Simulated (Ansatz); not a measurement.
Crystal: Sb.

```xyz
1
Lattice="0.0000 2.3712 2.3712 2.3712 0.0000 2.3712 2.3712 2.3712 0.0000" Properties=species:S:1:pos:R:3 pbc="T T T"
Sb    0.0000    0.0000    0.0000
```

This isn't the form of Sb at room conditions, which is rhombohedral.

Base run:

```yaml
Program: Ansatz 0.2.0
Functional: PBEsol
Potentials_or_basis: all-electron PAW datasets made for the crystal
Cutoff: 160 eV
Density_cutoff: 640 eV
k_mesh: 8 × 8 × 8
Occupations: fermi-dirac, width 0.05 eV
Spin: no spin polarisation
```

Its results: band gap on the k mesh none (metal or under the smearing width); pressure -0.6 GPa.

Task: The run is repeated on the same cell with these changes: k mesh from 8 × 8 × 8 to 10 × 10 × 10. What comes out?

Result: Band gap on the k mesh none (metal or under the smearing width); pressure -1.2 GPa.

Caveats: the k mesh is thin for a metal, which can move the energy by tens of meV per atom (some runs); the program warned that the printed levels may be off, so bands, gaps and densities of states are rough (some runs).

Not every run made on this cell is shown here.
